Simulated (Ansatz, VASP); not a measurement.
## Si54BC53 (B_C): VASP beside Ansatz

Aim: how closely do two programs agree when they are given the same cell, functional and k mesh? The cell is taken from a series of runs on this material, whose earlier steps may have relaxed, scaled, displaced or heated it; both programs get it as it stands.

Method: plane waves, with VASP 6.6.1 beside it; single point at r2SCAN, in Ansatz 0.2.0.

**1. Set-up**

The cell holds 108 atoms: 54 Si, 53 C and 1 B. Cell: a = 9.236 Å, b = 9.236 Å, c = 15.108 Å, α = 90.0°, β = 90.0°, γ = 120.0°. It derives from SiC (SiC (P6_3mc)). Nearest the centre at fractional (0.556, 0.444, 0.542): B108 at 0.11 Å, Si53 at 1.96 Å, Si47 at 1.96 Å, Si29 at 1.96 Å, Si27 at 1.97 Å, C97 at 3.06 Å, C100 at 3.07 Å, C77 at 3.07 Å.

**2. Ansatz: single point, r2SCAN**

Ansatz runs on its PAW soft_1 files.

A single point gives forces, pressure and levels at one fixed geometry, so differences don't come from the geometry; what else differs is listed under the comparison.

Input file input.yaml:

```yaml
crystal:
  checkpoint: "../qp1.relax.run"
  host: checkpoint
basis:
  ecutwfc: 500
  xc_grid: 2
hamiltonian:
  xc: r2scan
  pseudopotentials: { kind: paw, azcp: { folder: soft_1 } }
kpoints:
  mp_grid: { grid: [2, 2, 2], shift: [0.5, 0.5, 0.5] }
scf:
  occupations: { method: fermi_dirac, width: 0.01 }
  max_iter: 80
output:
  forces: true
  eigenvalues: true
  charged_corrections: { defect_position: [0.555556, 0.444444, 0.541528] }
checkpoint:
  read: "../qp1.relax.run"
  write: "../qp1.point_neutral.run"
  compress: false
  write_wavefunctions: false
  write_every: 100000
magnetization:
  spin_polarized: true
  initial_magnetization: 1
  spin_locking: { lock_magnetization: hard }
```

The run is started by

```
> ansatz run input.yaml --threads 4 --pin off --max-ram 15073MiB --backend cpu --events-out ev --progress --plain --runs-dir out
```

Numbers of over 12 decimals in the logs are rounded to 6 here.

Log:

```text
Warning: This run holds its total moment fixed (magnetization.spin_locking.lock_magnetization: hard) and mixes its density by anderson or broyden (scf.mixing.algorithm, typed or taken by auto). Slabs with a fixed moment have converged under broyden above another state at the same moment, at the default mixing steps and at smaller ones, and under scf.lower_state_search: standard, light or off a state that such a mixer [...]
checkpoint.read: neither the saved density nor the saved orbitals are used: the state is of another total charge, and does not settle where this run's electrons and spins go. The run starts from its atoms. Which states do: the manual's quickstart, A charge series.
crystal.checkpoint: the structure is that of <dir>, a `relax` run, at its step 17: its result, under r2scan at a charge of 1 e; 108 atoms read, 0 with a starting moment; this deck's charge is 0 e; no density is read with it (checkpoint.read); crystal.structure_sha256 for this input is
Engine: ansatz 0.2.0, x86_64-unknown-linux-gnu
Pseudopotentials: kind: paw
Pseudopotential: Si, paw, valence charge 4, recommended cutoff 500 eV (meta_gga), soft_1/Si.paw.azcp
Pseudopotential: C, paw, valence charge 4, recommended cutoff 500 eV (meta_gga), soft_1/C.paw.azcp
Pseudopotential: B, paw, valence charge 3, recommended cutoff 500 eV (meta_gga), soft_1/B.paw.azcp
Functional definition: r2SCAN
  parameter k0 = 0.174
  parameter k1 = 0.065
  parameter a1 = 4.9479
  exchange = r2scan_x(k0 = k0, k1 = k1, a1 = a1)
  correlation = r2scan_c
Crystal: 108 atoms, lattice volume = 1116.095 Å³
Basis set: ecut = 500 eV, 28399 PW (Γ), exchange–correlation on 144×144×240 points (8 copies of the dense FFT grid, shifted against one another)
Bands: 324, of which v1, the nominal top of the filled ones, is band 216 counted from 1 (215 counted from 0)
Symmetry: 1 space group operations
Space group: P1 (ITA 1), of the structure as read, at distance tolerance 1.0e-4 Å
Magnetic group: BNS 1.1 (UNI 1), of the structure as read, at distance tolerance 1.0e-4 Å
k-points: 4 of 8 (time reversal used)
Non-local potential: Si, projectors of the file, l = 0: 2, l = 1: 2, l = 2: 1
Non-local potential: C, projectors of the file, l = 0: 2, l = 1: 2, l = 2: 1
Non-local potential: B, projectors of the file, l = 0: 2, l = 1: 2, l = 2: 1
PAW form: soft (Blöchl's): semilocal exchange-correlation on the pseudo side does not see the compensation charge
PAW frozen core: Si, regenerated for the run's functional (the file was generated under x = pbe(κ = 0.804, μ = 0.219515), c = pbe(β = 0.066725))
PAW frozen core: C, regenerated for the run's functional (the file was generated under x = pbe(κ = 0.804, μ = 0.219515), c = pbe(β = 0.066725))
PAW frozen core: B, regenerated for the run's functional (the file was generated under x = pbe(κ = 0.804, μ = 0.219515), c = pbe(β = 0.066725))
PAW one-centre angular grid: Si, 302 points (default); XC on 160 Gauss nodes
PAW one-centre angular grid: C, 302 points (default); XC on 219 of its mesh's 2255 points in the sphere
PAW one-centre angular grid: B, 302 points (default); XC on 223 of its mesh's 2233 points in the sphere
Initial density: superposition of atomic densities (chi_scale 0.1, normalization cell)
Starting moments: Σ|m| = 1 μB on 108 of 108 sites
Initial wavefunctions: pseudopotential atomic-orbital guess
Functional: x = r2scan, c = r2scan; τ floored in thin density (d = 2e-4 eV/Å³)
SCF iter   1: F=—  HF=-48106.961030 eV  |F-HF|=—  |Δ(HF+E_count)|=         —  Δρ=7.23e-2 (↑7.23e-2 ↓7.21e-2)  dr2=2.87e2  dr2_τ=7.52e0  dr2_m=9.19e-2  M=1.000 μB ∫|m|=1.015 μB  β_m=1.20  ethr=3.10e-3  ⟨swp⟩=6.0  Hψ=11948  notcnv=0  defer=555
preconditioner: auto → Resta (q_TF=auto, 2.328 Å⁻¹)  ε∞=3.9  [insulator: Δε(μ)=0.339 eV  Ē_g=13.579 eV  σ=0.010 eV  W_gap=1.00  n_scr=244 (ndim 8)  ℏωp=23.1 eV  f_vac=0.000  D(μ)=0.00/eV (n_scr^D=0)  ε∞_Penn≈3.9]
spin=Collinear: Resta preconditioning applied to the charge; magnetization (m = ρ↑ − ρ↓) channel mixes plain (no charge-response kernel on spin).
SCF iter   2: F=—  HF=-48050.505696 eV  |F-HF|=—  |Δ(HF+E_count)|=    5.65e1  Δρ=4.22e-2 (↑4.22e-2 ↓4.22e-2)  dr2=9.50e1  dr2_τ=3.84e-1  dr2_m=2.09e-3  M=1.000 μB ∫|m|=1.157 μB  β_m=1.20  ethr=3.10e-3  ⟨swp⟩=3.0  Hψ=4800  notcnv=0  defer=814  κ⁻¹=1.0e0(r=1)
[...]
k-point 2 ↑: bands = [... 212 lower, 9.1836, 9.1987, 9.4224, 9.6328, 12.0559, 12.1978, 12.6483, 12.6600, ... 104 higher]
  k-point 3 ↓: bands = [... 212 lower, 9.1878, 9.3818, 9.7031, 10.0730, 12.0096, 12.2658, 12.6968, 12.7106, ... 104 higher]
```

**3. VASP: single point, r2SCAN**

The same cell, functional, mesh and smearing now go to VASP, with its own data sets.

Lines of VASP's logs that name or quote its potential files are left out, and so is its time.

Input file INCAR:

```
SYSTEM = Si54BC53
PREC = Accurate
ENCUT = 580
EDIFF = 1E-06
NELM = 200
ISMEAR = -1
SIGMA = 0.01
LREAL = Auto
ALGO = Normal
METAGGA = R2SCAN
LASPH = .TRUE.
NBANDS = 291
ISPIN = 2
MAGMOM = 0 -0 0 -0 0 0 -0 0 -0 0 0.01 -0 0 -0 -0 0 -0 -0 0 0 -0 -0 -0 -0 0 0 0.01 0 0 0 -0 0 -0 0 -0 0 -0 -0 0 0 0.01 -0 0 0 -0 -0 0.04 0 0 -0 0 -0 0 0 0 0 0 -0 0 0 0 0 0 0 0.04 0 0 0 0 0 0 0 0 0 0 0 0.04 0 0 0 0.05 0 0 0.01 -0 0 0 0.04 0 0 0 -0 0 0 0 0 0.04 0 0 0.04 0 0 0 0 0 0 0 0.18
LORBIT = 11
LWAVE = .FALSE.
LCHARG = .FALSE.
ISIF = 2
ISYM = 0
NUPDOWN = 1
GGA_COMPAT = .FALSE.
LMIXTAU = .TRUE.
```

Input file POSCAR:

```
Si54BC53
1.0
    9.2359949282      0.0000000000      0.0000000000
   -4.6179974641      7.9986062370      0.0000000000
    0.0000000000      0.0000000000     15.1078644027
Si C B
54 53 1
Direct
    0.1118704655      0.2203023664      0.8332878242
    0.2197991407      0.1111293986      0.3315370564
    0.2228053390      0.1098770567      0.6667462036
[... 1 atom line left out ...]
    0.9994902341      0.0000148244      0.4993576400
[... 2 atom lines left out ...]
    0.2204182079      0.4456719875      0.3318204597
    0.2232150448      0.4422708929      0.6665580084
[... 1 atom line left out ...]
    0.9988636922      0.3323711605      0.4990498568
[... 5 atom lines left out ...]
    0.9999860527      0.6687709286      0.4994180187
[... 1 atom line left out ...]
    0.4448094193      0.2186478310      0.8349059486
    0.5524386659      0.1111255271      0.3326485479
    0.5559157742      0.1086974705      0.6681868917
[... 1 atom line left out ...]
    0.3306817408      0.9992150867      0.4994133103
[... 1 atom line left out ...]
    0.4461266413      0.5529314436      0.8343281468
    0.5532271508      0.4470318105      0.3330596731
    0.5603989114      0.4393446294      0.6718292573
[... 1 atom line left out ...]
    0.3254693546      0.3268321355      0.4964816022
[... 2 atom lines left out ...]
    0.5543497488      0.7797218334      0.3318476206
    0.5569724749      0.7762813846      0.6665258960
[... 1 atom line left out ...]
    0.3327993523      0.6668229370      0.4990317880
[... 5 atom lines left out ...]
    0.6669385859      0.0006295693      0.4990633864
[... 1 atom line left out ...]
    0.7805710571      0.5543846198      0.8349914727
    0.8889764847      0.4475483959      0.3328663687
    0.8905975219      0.4432972061      0.6682268926
[... 1 atom line left out ...]
    0.6708382590      0.3277029587      0.4993474940
[... 2 atom lines left out ...]
    0.8887163556      0.7801317957      0.3316486836
    0.8895726079      0.7766732558      0.6667422619
[... 1 atom line left out ...]
    0.6722263139      0.6743775757      0.4968083519
[... 3 atom lines left out ...]
    0.1118594522      0.2206207467      0.7081683548
[... 1 atom line left out ...]
    0.2186907547      0.1087072086      0.5415922587
[... 5 atom lines left out ...]
    0.2197245744      0.4454148641      0.5417385582
[... 2 atom lines left out ...]
    0.9989701850      0.6688136656      0.3743664383
[... 5 atom lines left out ...]
    0.3312400467      0.0009577410      0.3744260213
    0.4439166380      0.2175281775      0.7106776549
[... 1 atom line left out ...]
    0.5530901814      0.1106812327      0.5427587870
[... 2 atom lines left out ...]
    0.3285050735      0.3324920786      0.3721091019
    0.4452003042      0.5542202360      0.7082368110
[... 3 atom lines left out ...]
    0.3322799234      0.6676765816      0.3740455823
[... 2 atom lines left out ...]
    0.5541140273      0.7802766626      0.5417362108
[... 3 atom lines left out ...]
    0.7785528465      0.2206702964      0.7085454767
[... 4 atom lines left out ...]
    0.6647734010      0.3351747716      0.3753062016
    0.7819786930      0.5555547041      0.7107576984
[... 1 atom line left out ...]
    0.8885389787      0.4464690977      0.5427287497
[... 2 atom lines left out ...]
    0.6674088362      0.6715047192      0.3721868004
    0.7786586113      0.8874582177      0.7081537244
[... 1 atom line left out ...]
    0.8908578410      0.7810758484      0.5416250322
[... 1 atom line left out ...]
    0.5487488247      0.4511320476      0.5436646437
```

Input file KPOINTS:

```
Points of the shifted mesh
8
Reciprocal
 0.2500000000  0.2500000000  0.2500000000 1
 0.2500000000  0.2500000000  0.7500000000 1
 0.2500000000  0.7500000000  0.2500000000 1
 0.2500000000  0.7500000000  0.7500000000 1
 0.7500000000  0.2500000000  0.2500000000 1
 0.7500000000  0.2500000000  0.7500000000 1
 0.7500000000  0.7500000000  0.2500000000 1
 0.7500000000  0.7500000000  0.7500000000 1
```

PAW data sets: Si, C and B (PBE family, release 64).

The run is started by

```
> export OMP_NUM_THREADS=3
> mpirun -np 1 vasp_std
```

Log:

```text
[banner, memory and clock lines left out]
running    1 mpi-ranks, on    1 nodes
[...]
Offloading initialized ...    1 GPUs detected
[...]
|                                                                             |
|               ----> ADVICE to this user running VASP <----                  |
|                                                                             |
|     You enforced a specific xc type in the INCAR file but a different       |
|     [... a line on the potential file left out ...]
|     I HOPE YOU KNOW WHAT YOU ARE DOING!                                     |
|                                                                             |

 LDA part: xc-table for (None), standard interpolation
 POSCAR, INCAR and KPOINTS ok, starting setup
[...]
entering main loop
       N       E                     dE             d eps       ncg     rms          rms(c)
DAV:   1     0.121830769792E+04    0.12183E+04   -0.21693E+05  9312   0.151E+03
DAV:   2    -0.103225706257E+04   -0.22506E+04   -0.21211E+04 11352   0.256E+02
DAV:   3    -0.119523047301E+04   -0.16297E+03   -0.16107E+03 11376   0.639E+01
DAV:   4    -0.119897638044E+04   -0.37459E+01   -0.37281E+01 11240   0.105E+01
[...]
DAV:  15    -0.103850612088E+04   -0.26465E-05   -0.66908E-06 10656   0.556E-03    0.858E-03
DAV:  16    -0.103850611847E+04    0.24133E-05   -0.12079E-06  6192   0.260E-03    0.362E-03
DAV:  17    -0.103850611833E+04    0.13748E-06   -0.69645E-07  5880   0.167E-03
   1 F= -.10385061E+04 E0= -.10385061E+04  d E =-.714230E-09  mag=     0.9981
```

Parts of OUTCAR (step 3):

```text
  FREE ENERGIE OF THE ION-ELECTRON SYSTEM (eV)
  ---------------------------------------------------
  free  energy   TOTEN  =     -1038.5061183313 eV

  energy  without entropy=    -1038.5061183306  energy(sigma->0) =    -1038.50611833

 magnetization (x)
# of ion       s       p       d       tot
------------------------------------------
    1       -0.000  -0.000   0.000  -0.000
    2       -0.000  -0.000   0.000  -0.000
    3       -0.000   0.000   0.000   0.000
    4       -0.000   0.000   0.000  -0.000
    5       -0.000   0.001   0.000   0.001
    6       -0.000   0.000   0.000   0.000
    7       -0.000  -0.000   0.000  -0.000
    8       -0.000   0.000   0.000  -0.000
    9       -0.001  -0.002   0.000  -0.002
   10        0.000   0.001   0.000   0.001
   11        0.001   0.008   0.000   0.009
   12       -0.000  -0.000   0.000  -0.000
   13       -0.000  -0.000   0.000  -0.000
[...]
--------------------------------------------------
tot          0.045   0.539   0.000   0.584
```

The run ends at a pressure of 0.64 GPa, with forces up to 0.79 eV/Å.

**4. Comparison**

Known differences besides the potentials themselves: VASP starts from the moments at which Ansatz ended; VASP keeps PBE cores, Ansatz makes them for the functional; the cutoff is 500 eV in Ansatz and 580 eV in VASP (PREC = Accurate, projectors in real space); site moments are counted in spheres of each program's own size. Total energies have different zeros and are not compared.

Compared:

| quantity | Ansatz | VASP | difference |
| --- | --- | --- | --- |
| total moment, fixed by the input (μB) | 1.00 | 1.00 | 0.00 |
| moment on B108 (μB) | 0.18 | 0.20 | -0.03 |
| moment on Si47 (μB) | 0.04 | 0.08 | -0.04 |

Forces on 8 of the 108 atoms, those with the largest forces and the largest differences (eV/Å; atoms numbered as in POSCAR):

| atom | Ansatz x, y, z | VASP x, y, z |
| --- | --- | --- |
| Si11 | -0.092, 0.342, 0.339 | -0.091, 0.343, 0.339 |
| Si25 | -0.138, 0.091, -0.426 | -0.135, 0.091, -0.420 |
| Si27 | -0.481, 0.277, -0.421 | -0.476, 0.274, -0.419 |
| Si29 | -0.014, 0.365, 0.375 | -0.013, 0.358, 0.373 |
| Si38 | -0.072, 0.043, 0.182 | -0.071, 0.041, 0.175 |
| Si47 | -0.652, 0.426, 0.221 | -0.634, 0.414, 0.219 |
| Si53 | -0.288, -0.170, 0.351 | -0.285, -0.169, 0.352 |
| B108 | 0.576, -0.333, -0.171 | 0.570, -0.330, -0.168 |

The forces differ by 2.4 meV/Å r.m.s., which is 1.8 % of the r.m.s. force of 0.136 eV/Å (both taken over all components).

**5. Outcome**

| Property | Result |
| --- | --- |
| r.m.s. force difference (single point, r2SCAN) | 2.4 meV/Å |

In words: The r.m.s. force difference is 2.4 meV/Å (single point, r2SCAN), within the 12 meV/Å picked in this series as the mark of a large difference. Such differences can come from data sets, numerical settings and the points named under the comparisons, not from the functional's error against experiment.

[Lines on the potential files, build, host, timing and source positions are cut from VASP's logs without a mark.]

[Logs are printed without paths, hosts, clocks, repeated set-up lines and the standing remarks that a program may print on its own settings, such as how far it seeks lower states.]

[Hosts, paths, dates, database ids (printed as entryN), source tags and the programs' standing remarks are cut or masked in the printed files.]
